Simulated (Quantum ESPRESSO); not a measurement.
# Au (Fm-3m) in Quantum ESPRESSO: a series of runs

Runs on Au. Level: RPBE. Tasks: phonons.

All numbers are computed with Quantum ESPRESSO 7.5; they aren't measurements. Logs are shortened: lines on timing, memory, paths and dates and some standing lists are left out, and cuts for length are marked.

### Step 1. The structure

It takes space group Fm-3m (No. 225, cubic). The conventional cell has a = 4.070 Å, b = 4.070 Å, c = 4.070 Å, α = 90.00°, β = 90.00°, γ = 90.00°. Au (site symmetry m-3m) is surrounded by 12 Au at 2.88 Å.

### Step 2. Phonons, RPBE

The input, pw.in:

```
&CONTROL
  calculation = 'scf'
  prefix = 'pwscf'
  outdir = './tmp'
  pseudo_dir = './pseudo'
  tprnfor = .true.
  tstress = .true.
  disk_io = 'low'
/
&SYSTEM
  ibrav = 0
  nat = 1
  ntyp = 1
  ecutwfc = 76
  nbnd = 16
  input_dft = 'rpbe'
  occupations = 'smearing'
  smearing = 'gaussian'
  degauss = 0.01999163
/
&ELECTRONS
  conv_thr = 2d-10
  electron_maxstep = 120
  mixing_beta = 0.5
/
ATOMIC_SPECIES
Au   196.9666 Au.upf
CELL_PARAMETERS angstrom
   0.0000000000    2.0350000000    2.0350000000
   2.0350000000    0.0000000000    2.0350000000
   2.0350000000    2.0350000000    0.0000000000
ATOMIC_POSITIONS crystal
Au     0.0000000000    0.0000000000    0.0000000000
K_POINTS automatic
11 11 11 0 0 0
```

The input, relax.in:

```
&CONTROL
  calculation = 'vc-relax'
  prefix = 'pwscf'
  outdir = './tmp'
  pseudo_dir = './pseudo'
  tprnfor = .true.
  tstress = .true.
  disk_io = 'low'
  nstep = 40
  forc_conv_thr = 0.0001
  etot_conv_thr = 1d-06
/
&SYSTEM
  ibrav = 0
  nat = 1
  ntyp = 1
  ecutwfc = 76
  nbnd = 16
  input_dft = 'rpbe'
  occupations = 'smearing'
  smearing = 'gaussian'
  degauss = 0.01999163
/
&ELECTRONS
  conv_thr = 2d-10
  electron_maxstep = 120
  mixing_beta = 0.5
/
&IONS
  ion_dynamics = 'bfgs'
/
&CELL
  cell_dynamics = 'bfgs'
  press = 0
  press_conv_thr = 0.2
/
ATOMIC_SPECIES
Au   196.9666 Au.upf
CELL_PARAMETERS angstrom
   0.0000000000    2.0350000000    2.0350000000
   2.0350000000    0.0000000000    2.0350000000
   2.0350000000    2.0350000000    0.0000000000
ATOMIC_POSITIONS crystal
Au     0.0000000000    0.0000000000    0.0000000000
K_POINTS automatic
11 11 11 0 0 0
```

The input, scf2.in:

```
&CONTROL
  calculation = 'scf'
  prefix = 'pwscf'
  outdir = './tmp'
  pseudo_dir = './pseudo'
  tprnfor = .true.
  tstress = .true.
  disk_io = 'low'
/
&SYSTEM
  ibrav = 0
  nat = 1
  ntyp = 1
  ecutwfc = 76
  nbnd = 16
  input_dft = 'rpbe'
  occupations = 'smearing'
  smearing = 'gaussian'
  degauss = 0.01999163
/
&ELECTRONS
  conv_thr = 1d-13
  electron_maxstep = 120
  mixing_beta = 0.5
  startingpot = 'file'
  startingwfc = 'file'
/
ATOMIC_SPECIES
Au   196.9666 Au.upf
CELL_PARAMETERS angstrom
   0.0000000000    2.0954716038    2.0954716038
   2.0954716038    0.0000000000    2.0954716038
   2.0954716038    2.0954716038    0.0000000000
ATOMIC_POSITIONS crystal
Au     0.0000000000    0.0000000000    0.0000000000
K_POINTS automatic
11 11 11 0 0 0
```

The input, ph.in:

```
phonons of Au
&INPUTPH
  prefix = 'pwscf'
  outdir = './tmp'
  tr2_ph = 1d-16
  fildyn = 'dyn'
  niter_ph = 60
  alpha_mix(1) = 0.4
/
0.1767766953 0.7071067812 0.1767766953
```

Potentials or basis: PseudoDojo 0.4.1 SR PBE standard.

Run with:

```sh
OMP_NUM_THREADS=1 pw.x -in pw.in > pw.out
OMP_NUM_THREADS=1 pw.x -in relax.in > relax.out
OMP_NUM_THREADS=1 pw.x -in scf2.in > scf2.out
OMP_NUM_THREADS=1 ph.x -in ph.in > ph.out
```

pw.out:

```text
This program is part of the open-source Quantum ESPRESSO suite
     for quantum simulation of materials; please cite
         "P. Giannozzi et al., J. Phys.:Condens. Matter 21 395502 (2009);
         "P. Giannozzi et al., J. Phys.:Condens. Matter 29 465901 (2017);
         "P. Giannozzi et al., J. Chem. Phys. 152 154105 (2020);
     in publications or presentations arising from this work. More details at

     IMPORTANT: XC functional enforced from input :
     Exchange-correlation= RPBE
                           (   1   4  44   4   0   0   0)
     Any further DFT definition will be discarded
     Please, verify this is what you really want

     Message from routine setup:
     using ibrav=0 with symmetry is DISCOURAGED, use correct ibrav instead

     G-vector sticks info
     --------------------
     sticks:   dense  smooth     PW     G-vecs:    dense   smooth      PW
     Sum         613     613    199                10081    10081    1807

     Using Slab Decomposition

     bravais-lattice index     =            0
     lattice parameter (alat)  =       5.4385  a.u.
     unit-cell volume          =     113.7417 (a.u.)^3
     number of atoms/cell      =            1
     number of atomic types    =            1
     number of electrons       =        19.00
     number of Kohn-Sham states=           16
     kinetic-energy cutoff     =      76.0000  Ry
     charge density cutoff     =     304.0000  Ry
     scf convergence threshold =      2.0E-10
     mixing beta               =       0.5000
     number of iterations used =            8  plain     mixing
     Exchange-correlation= RPBE
                           (   1   4  44   4   0   0   0)

     celldm(1)=   5.438489  celldm(2)=   0.000000  celldm(3)=   0.000000
     celldm(4)=   0.000000  celldm(5)=   0.000000  celldm(6)=   0.000000

     crystal axes: (cart. coord. in units of alat)
               a(1) = (   0.000000   0.707107   0.707107 )
               a(2) = (   0.707107   0.000000   0.707107 )
               a(3) = (   0.707107   0.707107   0.000000 )

     reciprocal axes: (cart. coord. in units 2 pi/alat)
               b(1) = ( -0.707107  0.707107  0.707107 )
               b(2) = (  0.707107 -0.707107  0.707107 )
               b(3) = (  0.707107  0.707107 -0.707107 )

     PseudoPot. # 1 for Au read from file:
     Au.upf
     Pseudo is Norm-conserving + core correction, Zval = 19.0
     Generated using ONCVPSP code by D. R. Hamann
     Using radial grid of 1356 points,  7 beta functions with:
                l(1) =   0
                l(2) =   0
                l(3) =   1
                l(4) =   1
                l(5) =   2
                l(6) =   2
                l(7) =   3

     atomic species   valence    mass     pseudopotential
     Au               19.00   196.96660     Au( 1.00)

     48 Sym. Ops., with inversion, found

   Cartesian axes

     site n.     atom                  positions (alat units)
         1        Au     tau(   1) = (   0.0000000   0.0000000   0.0000000  )

     number of k points=    56  Gaussian smearing, width (Ry)=  0.0200
                       cart. coord. in units 2pi/alat
        k(    1) = (   0.0000000   0.0000000   0.0000000), wk =   0.0015026
        k(    2) = (   0.0642824   0.0642824  -0.0642824), wk =   0.0120210
        k(    3) = (   0.1285649   0.1285649  -0.1285649), wk =   0.0120210
        k(    4) = (   0.1928473   0.1928473  -0.1928473), wk =   0.0120210
        k(    5) = (   0.2571297   0.2571297  -0.2571297), wk =   0.0120210
        k(    6) = (   0.3214122   0.3214122  -0.3214122), wk =   0.0120210
[... 48 lines left out ...]
        k(   55) = (  -0.0642824  -0.4499770   0.7071068), wk =   0.0360631
        k(   56) = (   0.0000000  -0.3856946   0.6428243), wk =   0.0360631

     Dense  grid:    10081 G-vectors     FFT dimensions: (  32,  32,  32)

     Initial potential from superposition of free atoms

     starting charge      18.9999, renormalised to      19.0000
     Starting wfcs are   10 randomized atomic wfcs +    6 random wfcs

     Self-consistent Calculation

     iteration #  1     ecut=    76.00 Ry     beta= 0.50
     Davidson diagonalization with overlap
     ethr =  1.00E-02,  avg # of iterations =  5.4

     Threshold (ethr) on eigenvalues was too large:
     Diagonalizing with lowered threshold

     Davidson diagonalization with overlap
     ethr =  2.67E-04,  avg # of iterations =  1.8

     total energy              =    -296.44416909 Ry
     estimated scf accuracy    <       0.04985937 Ry

     iteration #  2     ecut=    76.00 Ry     beta= 0.50
     Davidson diagonalization with overlap
     ethr =  2.62E-04,  avg # of iterations =  2.1
[... 36 lines left out ...]
     total energy              =    -296.45560880 Ry
     estimated scf accuracy    <          3.0E-09 Ry

     iteration #  8     ecut=    76.00 Ry     beta= 0.50
     Davidson diagonalization with overlap
     ethr =  1.56E-11,  avg # of iterations =  2.0

     End of self-consistent calculation

          k = 0.0000 0.0000 0.0000 (  1243 PWs)   bands (ev):

   -84.5811 -35.8369 -35.8369 -35.8369  11.1424  16.3469  16.3469  16.3469
    17.8869  17.8869  35.5749  39.6522  39.6522  39.6522  44.5856  49.1227

          k = 0.0643 0.0643-0.0643 (  1273 PWs)   bands (ev):

   -84.5801 -35.8551 -35.8396 -35.8396  11.4317  16.2556  16.4434  16.4434
    17.8460  17.8460  35.8964  38.0411  39.9974  39.9974  45.4019  47.4099

          k = 0.1286 0.1286-0.1286 (  1278 PWs)   bands (ev):
[... 96 lines left out ...]
   -84.5677 -36.0309 -35.9199 -35.8769  14.4972  15.9480  16.9207  16.9373
    18.5657  21.5817  26.3395  33.3172  36.9200  38.2346  44.6129  46.4213

          k =-0.0643-0.3214 0.3214 (  1284 PWs)   bands (ev):

   -84.5699 -35.9997 -35.9123 -35.8657  14.4529  15.9660  16.3399  17.0332
    17.8851  20.1619  29.6239  33.4463  37.5407  40.5760  42.2564  46.4812

          k = 0.0000-0.2571 0.2571 (  1277 PWs)   bands (ev):

   -84.5728 -35.9615 -35.8917 -35.8549  13.7351  15.7279  16.5472  17.2328
    17.2707  19.1133  32.5608  34.5242  38.8058  40.2867  43.0153  45.7684

          k = 0.3857 0.0000-0.0000 (  1283 PWs)   bands (ev):

   -84.5716 -35.9618 -35.8870 -35.8870  13.8481  15.0569  17.1525  17.8105
    17.8105  18.5321  35.3315  35.3315  36.4969  37.7454  38.7981  47.3256

          k = 0.4500 0.0643-0.0643 (  1282 PWs)   bands (ev):
[... 36 lines left out ...]
   -84.5649 -36.0315 -35.9486 -35.9133  14.3442  14.7926  17.7512  18.4139
    19.2231  23.5909  26.6468  29.7810  32.7943  39.0215  42.9612  47.5234

          k =-0.0000-0.5143 0.5143 (  1276 PWs)   bands (ev):

   -84.5650 -36.0099 -35.9775 -35.9041  14.6309  15.3270  17.0122  18.0596
    18.9008  24.6386  26.2856  28.4762  34.2430  38.5463  45.7027  46.9567

          k = 0.6428-0.0000 0.0000 (  1274 PWs)   bands (ev):

   -84.5649 -36.0485 -35.9227 -35.9227  13.9653  14.2867  19.0372  19.3432
    19.3432  21.4343  27.8144  31.3802  31.3802  38.3098  40.8403  48.4981

          k =-0.0000-0.6428 0.6428 (  1264 PWs)   bands (ev):

   -84.5645 -36.0475 -35.9322 -35.9219  14.0526  14.3664  18.8534  18.9111
    19.3766  22.8812  26.7617  30.4648  31.5609  38.9859  41.2169  48.0993

          k = 0.2571 0.1286 0.0000 (  1282 PWs)   bands (ev):

   -84.5753 -35.9238 -35.8705 -35.8544  12.9098  15.7063  16.7246  17.0367
    17.4519  18.3699  34.9170  36.1920  38.9312  39.6398  43.0642  44.9697

          k = 0.3214 0.1928-0.0643 (  1281 PWs)   bands (ev):

   -84.5722 -35.9712 -35.8879 -35.8631  13.8437  15.6848  16.4389  17.1237
    17.8648  19.0568  31.8273  35.3588  37.8066  40.1125  43.1411  44.9042

          k = 0.3857 0.2571-0.1286 (  1272 PWs)   bands (ev):
[... 26 lines left out ...]
   -84.5663 -36.0269 -35.9424 -35.8930  14.8582  15.6109  16.6188  17.3427
    18.9116  23.6992  24.8816  32.1259  34.5743  38.9311  44.9363  47.9023

          k =-0.0643-0.3214 0.4500 (  1267 PWs)   bands (ev):

   -84.5673 -36.0135 -35.9401 -35.8839  14.9983  15.7465  16.1086  17.4398
    18.4633  21.6626  27.8843  31.6568  35.6977  39.7105  43.4838  47.4239

          k = 0.0000-0.2571 0.3857 (  1280 PWs)   bands (ev):

   -84.5695 -35.9935 -35.9195 -35.8723  14.7491  15.5436  16.0831  17.5685
    17.8397  20.2087  30.5994  32.5009  36.8117  41.3542  41.4819  46.9619

          k = 0.5143 0.1286 0.0000 (  1266 PWs)   bands (ev):

   -84.5671 -36.0158 -35.9191 -35.9060  14.4267  14.7496  17.2525  18.6279
    18.6882  20.3812  30.4904  32.2071  33.1571  39.6842  40.6325  47.5068

          k =-0.1286-0.5143 0.6428 (  1271 PWs)   bands (ev):

   -84.5656 -36.0237 -35.9413 -35.9115  14.5836  14.9641  17.0163  18.2940
    19.1348  22.5034  27.8051  30.9531  32.4192  40.0010  42.8088  46.8008

          k =-0.0643-0.4500 0.5785 (  1269 PWs)   bands (ev):

   -84.5651 -36.0125 -35.9687 -35.9080  14.8014  15.3763  16.6684  17.9119
    19.0735  24.7464  25.7456  29.5313  33.1084  39.7888  45.2799  46.3263

          k = 0.0000-0.3857 0.5143 (  1264 PWs)   bands (ev):

   -84.5657 -35.9986 -35.9788 -35.8972  15.1417  15.6868  16.1238  17.6972
    18.7100  23.2392  28.3259  28.3916  34.4547  39.7197  44.4210  48.1022

          k =-0.0643-0.5785 0.7071 (  1279 PWs)   bands (ev):

   -84.5648 -36.0395 -35.9328 -35.9225  14.2222  14.5006  18.1729  18.7949
    19.3426  22.7242  27.4503  30.8008  31.1783  39.8724  41.1823  47.6918

          k =-0.0000-0.5143 0.6428 (  1270 PWs)   bands (ev):
[... 11 lines left out ...]
   -84.5654 -36.0090 -35.9654 -35.9084  15.2286  15.4638  16.0725  17.7809
    19.0465  23.9029  26.6757  30.0853  32.5015  41.1707  43.8206  47.8034

          k =-0.0643-0.4500 0.7071 (  1257 PWs)   bands (ev):

   -84.5648 -36.0153 -35.9601 -35.9219  14.8316  15.1358  16.6998  18.0876
    19.3404  24.4679  27.1708  29.2272  31.0305  42.3217  43.0018  45.8454

          k = 0.0000-0.3857 0.6428 (  1261 PWs)   bands (ev):

   -84.5647 -35.9957 -35.9834 -35.9206  15.0451  15.5813  16.1669  17.7782
    19.3368  25.3953  27.0719  28.0640  31.2392  42.3151  44.2986  46.1483

     the Fermi energy is    21.1568 ev

!    total energy              =    -296.45560880 Ry
     estimated scf accuracy    <          2.9E-11 Ry
     smearing contrib. (-TS)   =      -0.00054641 Ry
     internal energy E=F+TS    =    -296.45506239 Ry

     The total energy is F=E-TS. E is the sum of the following terms:
     one-electron contribution =     -80.82445039 Ry
     hartree contribution      =      51.79800141 Ry
     xc contribution           =     -52.22963714 Ry
     ewald contribution        =    -215.19897627 Ry

     convergence has been achieved in   8 iterations

     Forces acting on atoms (cartesian axes, Ry/au):

     atom    1 type  1   force =     0.00000000    0.00000000    0.00000000

     Total force =     0.000000     Total SCF correction =     0.000000

     Computing stress (Cartesian axis) and pressure

          total   stress  (Ry/bohr**3)                   (kbar)     P=      141.81
   0.00096401   0.00000000   0.00000000          141.81        0.00        0.00
   0.00000000   0.00096401  -0.00000000            0.00      141.81       -0.00
  -0.00000000  -0.00000000   0.00096401           -0.00       -0.00      141.81

=------------------------------------------------------------------------------=
   JOB DONE.
=------------------------------------------------------------------------------=
```

It took 14 min on 1 thread of Arm Neoverse V1, shared host; peak memory 0.09 GiB.

What came out:

```yaml
Free_energy: -4033.5467 eV
Relaxed_volume: 18.40 Å³/atom
Relaxed_cell: a = 2.963 Å, b = 2.963 Å, c = 2.963 Å, α = 60.00°, β = 60.00°, γ = 60.00°
Space_group_after_relaxing_to_0.05_Å: Fm-3m (No. 225)
Pressure_after_relaxing: 0.1 GPa
Band_gap_on_the_k_mesh: none (metal or under the smearing width)
Highest_phonon_frequency_at_the_q_point_run: 115 cm⁻¹
```

Step by step:
| step | energy change (eV) | largest force (eV/Å) | pressure (GPa) | volume (Å³) |
| --- | --- | --- | --- | --- |
| 1 | 0.0000 | 0.0000 | 14.18 | 16.85 |
| 2 | -0.0601 | 0.0000 | 2.15 | 18.10 |
| 3 | -0.0620 | 0.0000 | 0.40 | 18.35 |
| 4 | -0.0620 | 0.0000 | 0.01 | 18.40 |
| 5 | -0.0620 | 0.0000 | 0.00 | 18.40 |

Final structure:
```cif
data_structure
_symmetry_space_group_name_H-M 'P 1'
_symmetry_Int_Tables_number 1
_cell_length_a 2.9634
_cell_length_b 2.9634
_cell_length_c 2.9634
_cell_angle_alpha 60.000
_cell_angle_beta 60.000
_cell_angle_gamma 60.000
_cell_volume 18.40
loop_
_atom_site_label
_atom_site_type_symbol
_atom_site_fract_x
_atom_site_fract_y
_atom_site_fract_z
_atom_site_occupancy
Au1 Au 0.00000 0.00000 0.00000 1
```

Phonon frequencies in cm⁻¹ (negative: imaginary):
| q point | frequencies |
| --- | --- |
| (0.625, 0.250, 0.625) | 64 101 115 |

Phonon modes at q = (0.625, 0.250, 0.625) in reciprocal lattice units:
```
mode  symmetry  cm⁻¹
   1       B_1    64
   2       A_1   101
   3       B_2   115
```

Caveat: the potentials were made for another functional, which shifts forces and pressure; the q point doesn't lie on the k mesh, which can shift a metal's frequencies strongly unless the mesh is converged.

[end of part 1 of 2]
